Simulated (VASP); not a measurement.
# CdTe (F-43m) in VASP: a series of runs

Runs on CdTe. Level: LDA. Tasks: single point.

Everything below comes from runs of VASP 6.6.1. Logs are shortened: lines on timing, memory, paths and dates and some standing lists are left out, and cuts for length are marked.

### Step 1. The undisturbed crystal

The structure is cubic, space group F-43m (No. 216). The conventional cell has a = 6.410 Å, b = 6.410 Å, c = 6.410 Å, α = 90.00°, β = 90.00°, γ = 90.00°. Te (site symmetry -43m) has 4 Cd at 2.78 Å as nearest neighbours. Cd (site symmetry -43m) is surrounded by 4 Te at 2.78 Å.

### Step 2. Single point, LDA (grid = ENCUT=400 dk=0.45 cell=3x3x2 ISMEAR=0 SIGMA=0.05 LREAL=Auto EDIFF=1e-06)

File INCAR:

```
ALGO     = Fast           # electronic algorithm
EDIFF    = 1E-6           # SCF threshold, eV
ENCUT    = 400            # plane-wave cutoff, eV
ISIF     = 2              # what is computed and relaxed
ISMEAR   = 0              # smearing method
KPAR     = 2            
LASPH    = True           # aspherical terms in the spheres
LCHARG   = False          # write CHGCAR
LREAL    = Auto         
LWAVE    = False          # write WAVECAR
NBANDS   = 174            # bands
NCORE    = 1            
NELM     = 120            # most SCF steps
PREC     = Accurate       # precision mode
SIGMA    = 0.05           # smearing width, eV
```

File KPOINTS:

```
k-points
0
Gamma
  2 2 2
```

File POSCAR:

```
CdTe
1.0
    0.0000000000      9.6150000000      9.6150000000
    9.6150000000      0.0000000000      9.6150000000
    6.4100000000      6.4100000000      0.0000000000
Cd Te
18 18
Direct
    0.2500000000      0.2500000000      0.3750000000
    0.0000000000      0.0000000000      0.0000000000
    0.0000000000      0.0000000000      0.5000000000
    0.0000000000      0.3333333333      0.0000000000
    0.0000000000      0.3333333333      0.5000000000
    0.0000000000      0.6666666667      0.0000000000
    0.0000000000      0.6666666667      0.5000000000
    0.3333333333      0.0000000000      0.0000000000
    0.3333333333      0.0000000000      0.5000000000
    0.3333333333      0.3333333333      0.0000000000
    0.3333333333      0.6666666667      0.0000000000
    0.3333333333      0.6666666667      0.5000000000
    0.6666666667      0.0000000000      0.0000000000
    0.6666666667      0.0000000000      0.5000000000
    0.6666666667      0.3333333333      0.0000000000
    0.6666666667      0.3333333333      0.5000000000
    0.6666666667      0.6666666667      0.0000000000
    0.6666666667      0.6666666667      0.5000000000
    0.2500000000      0.2500000000      0.8750000000
    0.2500000000      0.5833333333      0.3750000000
    0.2500000000      0.5833333333      0.8750000000
    0.2500000000      0.9166666667      0.3750000000
    0.2500000000      0.9166666667      0.8750000000
    0.5833333333      0.2500000000      0.3750000000
    0.5833333333      0.2500000000      0.8750000000
    0.5833333333      0.5833333333      0.3750000000
    0.5833333333      0.5833333333      0.8750000000
    0.5833333333      0.9166666667      0.3750000000
    0.5833333333      0.9166666667      0.8750000000
    0.9166666667      0.2500000000      0.3750000000
    0.9166666667      0.2500000000      0.8750000000
    0.9166666667      0.5833333333      0.3750000000
    0.9166666667      0.5833333333      0.8750000000
    0.9166666667      0.9166666667      0.3750000000
    0.9166666667      0.9166666667      0.8750000000
    0.3333333333      0.3333333333      0.5000000000
```

Potentials or basis: VASP PAW LDA potentials, release 64 (Cd, Te).

Started as:

```bash
cat potpaw_LDA.64/Cd/POTCAR potpaw_LDA.64/Te/POTCAR > POTCAR
mpirun -np 4 vasp_std > vasp.out
```

OUTCAR:

```text
EDIFF = 1E-6
   ENCUT = 400
   ISIF = 2
   ISMEAR = 0
   LASPH = True
   LREAL = Auto
   NELM = 120
   PREC = Accurate

 Found      6 irreducible k-points:

 Following reciprocal coordinates:
            Coordinates               Weight
  0.000000  0.000000  0.000000      1.000000
  0.500000  0.000000  0.000000      2.000000
  0.500000  0.500000  0.000000      1.000000
  0.000000  0.000000  0.500000      1.000000
  0.500000  0.000000  0.500000      2.000000
  0.500000  0.500000  0.500000      1.000000
   k-points           NKPTS =      6   k-points in BZ     NKDIM =      6   number of bands    NBANDS=    174
   number of dos      NEDOS =    301   number of ions     NIONS =     36
   total plane-waves  NPLWV = 486000
   dimension x,y,z NGX =    90 NGY =   90 NGZ =   60
   dimension x,y,z NGXF=   180 NGYF=  180 NGZF=  120
   ions per type =              18  18
   NGX,Y,Z   is equivalent  to a cutoff of  11.00, 11.00, 11.00 a.u.
   NGXF,Y,Z  is equivalent  to a cutoff of  22.01, 22.01, 22.01 a.u.
 SYSTEM =  unknown system
   PREC   = accura    normal or accurate (medium, high low for compatibility)
   ISTART =      0    job   : 0-new  1-cont  2-samecut
   ICHARG =      2    charge: 1-file 2-atom 10-const
   ISPIN  =      1    spin polarized calculation?
   LNONCOLLINEAR =      F non collinear calculations
   LSORBIT =      F    spin-orbit coupling
   LASPH  =      T    aspherical Exc in radial PAW
   ENCUT  =  400.0 eV  29.40 Ry    5.42 a.u.  22.17 22.17 14.78*2*pi/ulx,y,z
   NELM   =    120;   NELMIN=  2; NELMDL= -5     # of ELM steps
   EDIFF  = 0.1E-05   stopping-criterion for ELM
   LREAL  =      T    real-space projection
   EDIFFG = 0.1E-04   stopping-criterion for IOM
   NSW    =      0    number of steps for IOM
   IBRION =     -1    ionic relax: 0-MD 1-quasi-New 2-CG
   NFREE  =      0    steps in history (QN), initial steepest desc. (CG)
   ISIF   =      2    stress and relaxation
   ISYM   =      2    0-nonsym 1-usesym 2-fastsym
   POTIM  = 0.5000    time-step for ionic-motion
   TEBEG  =    0.0;   TEEND  =   0.0 temperature during run
   PSTRESS=    0.0 pullay stress
   NELECT =     324.0000    total number of electrons
   NUPDOWN=      -1.0000    fix difference up-down
   EMIN   =  10.00;   EMAX   =-10.00  energy-range for DOS
   EFERMI =   0.00;   METHOD = LEGACY
   ISMEAR =     0;   SIGMA  =   0.05  broadening in eV -4-tet -1-fermi 0-gaus
   EFERMI_NEDOS =   21; number of points for ismear=-14 and -15
   IALGO  =     68    algorithm
   IMIX   =      4    mixing-type and parameters
     AMIX     =   0.40;   BMIX     =  1.00
     AMIX_MAG =   1.60;   BMIX_MAG =  1.00
  volume/ion in A,a.u.               =      32.92       222.17
  Fermi-wavevector in a.u.,A,eV,Ry     =   1.062497  2.007828 15.359610  1.128899
  Thomas-Fermi vector in A             =   2.197950
   LORBIT       =      0    0 simple, 1 ext, 2 COOP (PROOUT), +10 PAW based schemes
   GGA     = CA    functional components
   LHFCALC =     F    Hartree Fock is set to
   AEXX    =    0.0000 exact exchange contribution
   IVDW    =     0    specifies the selected vdW correction
   LEPSILON=     F    determine dielectric tensor
   LRPA    =     F    only Hartree local field effects (RPA)
 non-spin polarized calculation
 RMM-DIIS sequential band-by-band and
 Gauss-broadening in eV      SIGMA  =   0.05
  energy-cutoff  :      400.00
  volume of cell :     1185.19
 maximum number of plane-waves:     21554
 NGX is ok and might be reduce to    90
   NGX = 45   NGY = 45   NGZ = 29

 number of electron     324.0000195 magnetization

 Free energy of the ion-electron system (eV)
  ---------------------------------------------------
  ext. energy  EPLUGINS =         0.00000000
  ---------------------------------------------------
  free energy    TOTEN  =      -103.76774102 eV

  energy without entropy =     -103.75412648  energy(sigma->0) =     -103.76093375

 E-fermi :   3.3892     XC(G=0):  -9.0960

 val. band max:        3.3863265134   @ k =   0.0000   0.0000   0.5000
 cond. band min:       3.4078087234   @ k =   0.5000   0.5000   0.0000
 fundamental gap:      0.0214822101
 Fermi energy:         3.3891786027

 k-point     1 :       0.0000    0.0000    0.0000
  band No.  band energies     occupation
      1     -10.2602      2.00000
      2      -8.8688      2.00000
      3      -8.8434      2.00000
      4      -8.8015      2.00000
      5      -8.6133      2.00000
      6      -8.6126      2.00000
[... 166 lines left out ...]
    173       5.1425      0.00000
    174       5.1894      0.00000

 k-point     2 :       0.5000    0.0000    0.0000
  band No.  band energies     occupation
      1     -10.2588      2.00000
      2      -8.9087      2.00000
      3      -8.8171      2.00000
      4      -8.7590      2.00000
      5      -8.6878      2.00000
      6      -8.5856      2.00000
[... 166 lines left out ...]
    173       5.2217      0.00000
    174       5.3069      0.00000

 k-point     3 :       0.5000    0.5000    0.0000
  band No.  band energies     occupation
      1     -10.2582      2.00000
      2      -8.8707      2.00000
      3      -8.8568      2.00000
      4      -8.7572      2.00000
      5      -8.6934      2.00000
      6      -8.6041      2.00000
[... 166 lines left out ...]
    173       5.1566      0.00000
    174       5.1679      0.00000

 k-point     4 :       0.0000    0.0000    0.5000
  band No.  band energies     occupation
      1     -10.2539      2.00000
      2      -8.8558      2.00000
      3      -8.8260      2.00000
      4      -8.7035      2.00000
      5      -8.6448      2.00000
      6      -8.6219      2.00000
[... 166 lines left out ...]
    173       5.4193      0.00000
    174       5.5130      0.00000

 k-point     5 :       0.5000    0.0000    0.5000
  band No.  band energies     occupation
      1     -10.2543      2.00000
      2      -8.8558      2.00000
      3      -8.8185      2.00000
      4      -8.7022      2.00000
      5      -8.6684      2.00000
      6      -8.6288      2.00000
[... 166 lines left out ...]
    173       5.5937      0.00000
    174       5.6261      0.00000

 k-point     6 :       0.5000    0.5000    0.5000
  band No.  band energies     occupation
      1     -10.2555      2.00000
      2      -8.8223      2.00000
      3      -8.8219      2.00000
      4      -8.7378      2.00000
      5      -8.7025      2.00000
      6      -8.5631      2.00000
[... 166 lines left out ...]
    173       5.6204      0.00000
    174       5.7720      0.00000

------------------------ aborting loop because EDIFF is reached ----------------------------------------

  FORCE on cell =-STRESS in cart. coord.  units (eV):
  Direction    XX          YY          ZZ          XY          YZ          ZX
  --------------------------------------------------------------------------------------
  -------------------------------------------------------------------------------------
  Total        5.3090901      5.3090901      4.6598137     -0.3556529     -1.5035508     -1.5035504
  in kB        7.1770187      7.1770187      6.2993035     -0.4807844     -2.0325540     -2.0325535
  external PRESSURE =       6.8844470 kB  Pullay stress =       0.0000000 kB

 VOLUME and BASIS-vectors are now :
 -----------------------------------------------------------------------------
  energy-cutoff  :      400.00
  volume of cell :     1185.19
      direct lattice vectors                 reciprocal lattice vectors
     0.000000000  9.615000000  9.615000000    -0.052002080  0.052002080  0.052002080
     9.615000000  0.000000000  9.615000000     0.052002080 -0.052002080  0.052002080
     6.410000000  6.410000000  0.000000000     0.078003120  0.078003120 -0.078003120

 POSITION                                       TOTAL-FORCE (eV/Angst)
 -----------------------------------------------------------------------------------
      4.80750      4.80750      4.80750        -0.107821     -0.107821     -0.235432
      0.00000      0.00000      0.00000         0.008767      0.008767      0.014670
      3.20500      3.20500      0.00000        -0.002650     -0.002650      0.023101
      3.20500      0.00000      3.20500         0.036639     -0.027930     -0.108699
      6.41000      3.20500      3.20500        -0.159085      0.165299      0.155003
      6.41000      0.00000      6.41000         0.035471      0.005672      0.020829
[... 28 lines left out ...]
     14.42250     14.42250     17.62750        -0.006854     -0.006854     -0.016543
      6.41000      6.41000      6.41000        -0.604511     -0.604511     -0.311766
 -----------------------------------------------------------------------------------
    total drift:                               -0.000593     -0.000593     -0.000797

  FREE ENERGIE OF THE ION-ELECTRON SYSTEM (eV)
  ---------------------------------------------------
  free  energy   TOTEN  =      -103.7677410230 eV

  energy  without entropy=     -103.7541264837  energy(sigma->0) =     -103.76093375
```

Run time: 9.8 min. Hardware: 4 MPI ranks of Intel Xeon Platinum 8488C (Sapphire Rapids), shared host; peak memory 0.65 GiB.

The run converged, but some of its settings lie outside the range that counts as converged, so its numbers aren't taken as properties of the crystal.

Results:

| Item | Value |
| --- | --- |
| Free energy | -103.7677 eV |
| Pressure | 0.7 GPa |
| Largest force | 1.638 eV/Å |
| Band gap on the k mesh | none (metal or under the smearing width) |

Caveat: the k mesh is coarse (spacing up to 0.42 Å⁻¹), so the values aren't converged.

### Step 3. Single point, LDA (grid = ENCUT=400 dk=0.45 cell=3x3x2 ISMEAR=0 SIGMA=0.2 LREAL=Auto EDIFF=1e-06)

INCAR: that of step 2 with these lines changed.

```diff
@@ -14,2 +14,2 @@
 PREC     = Accurate       # precision mode
-SIGMA    = 0.05           # smearing width, eV
+SIGMA    = 0.2            # smearing width, eV
```

KPOINTS is that of step 2.

POSCAR is that of step 2.

Potentials or basis: VASP PAW LDA potentials, release 64 (Cd, Te).

Started as:

```bash
cat potpaw_LDA.64/Cd/POTCAR potpaw_LDA.64/Te/POTCAR > POTCAR
mpirun -np 4 vasp_std > vasp.out
```

Wall time 10 min (4 MPI ranks of Intel Xeon Platinum 8488C (Sapphire Rapids), shared host); peak memory 0.66 GiB.

The run converged, but some of its settings lie outside the range that counts as converged, so its numbers aren't taken as properties of the crystal.

Results:

```
Free energy            : -103.8295 eV
Pressure               : 0.7 GPa
Largest force          : 1.632 eV/Å
Band gap on the k mesh : none (metal or under the smearing width)
```

Caveat: the k mesh is coarse (spacing up to 0.42 Å⁻¹), so the values aren't converged.

### Step 4. Single point, LDA (grid = ENCUT=400 dk=0.45 cell=3x3x2 ISMEAR=0 SIGMA=0.05 LREAL=Auto EDIFF=0.0001)

INCAR: that of step 3 with these lines changed.

```diff
@@ -1,3 +1,3 @@
 ALGO     = Fast           # electronic algorithm
-EDIFF    = 1E-6           # SCF threshold, eV
+EDIFF    = 1E-4           # SCF threshold, eV
 ENCUT    = 400            # plane-wave cutoff, eV
@@ -14,2 +14,2 @@
 PREC     = Accurate       # precision mode
-SIGMA    = 0.2            # smearing width, eV
+SIGMA    = 0.05           # smearing width, eV
```

KPOINTS is that of step 3.

POSCAR is that of step 3.

Started as:

```bash
cat potpaw_LDA.64/Cd/POTCAR potpaw_LDA.64/Te/POTCAR > POTCAR
mpirun -np 4 vasp_std > vasp.out
```

Wall time 8.1 min (4 MPI ranks of Intel Xeon Platinum 8488C (Sapphire Rapids), shared host); peak memory 0.66 GiB.

These settings aren't checked as converged: the numbers below hold their error.

Results:

```yaml
Free_energy: -103.7677 eV
Pressure: 0.7 GPa
Largest_force: 1.638 eV/Å
Band_gap_on_the_k_mesh: none (metal or under the smearing width)
```

Caveat: the k mesh is coarse (spacing up to 0.42 Å⁻¹), so the values aren't converged.

### Step 5. Single point, LDA (grid = ENCUT=520 dk=0.45 cell=3x3x2 ISMEAR=0 SIGMA=0.05 LREAL=Auto EDIFF=1e-06)

INCAR: that of step 4 with these lines changed.

```diff
@@ -1,4 +1,4 @@
 ALGO     = Fast           # electronic algorithm
-EDIFF    = 1E-4           # SCF threshold, eV
-ENCUT    = 400            # plane-wave cutoff, eV
+EDIFF    = 1E-6           # SCF threshold, eV
+ENCUT    = 520            # plane-wave cutoff, eV
 ISIF     = 2              # what is computed and relaxed
```

KPOINTS is that of step 4.

POSCAR is that of step 4.

Started as:

```bash
cat potpaw_LDA.64/Cd/POTCAR potpaw_LDA.64/Te/POTCAR > POTCAR
mpirun -np 4 vasp_std > vasp.out
```

Run time: 18 min. Hardware: 4 MPI ranks of Intel Xeon Platinum 8488C (Sapphire Rapids), shared host; peak memory 0.98 GiB.

The run converged, but some of its settings lie outside the range that counts as converged, so its numbers aren't taken as properties of the crystal.

Results:

* Free energy: -103.8050 eV
* Pressure: 1.1 GPa
* Largest force: 1.639 eV/Å
* Band gap on the k mesh: none (metal or under the smearing width)

Caveat: the k mesh is coarse (spacing up to 0.42 Å⁻¹), so the values aren't converged.

### Step 6. The reference run

An earlier run on the cell as given: functional PBEsol; potentials or basis VASP PAW PBE potentials, release 64 (Te, Cd); cutoff 520 eV; k mesh 7 × 7 × 7; occupations fermi-dirac, width 0.05 eV; no spin polarisation.

- Pressure: 1.9 GPa
- Band gap on the k mesh: 0.76 eV, direct
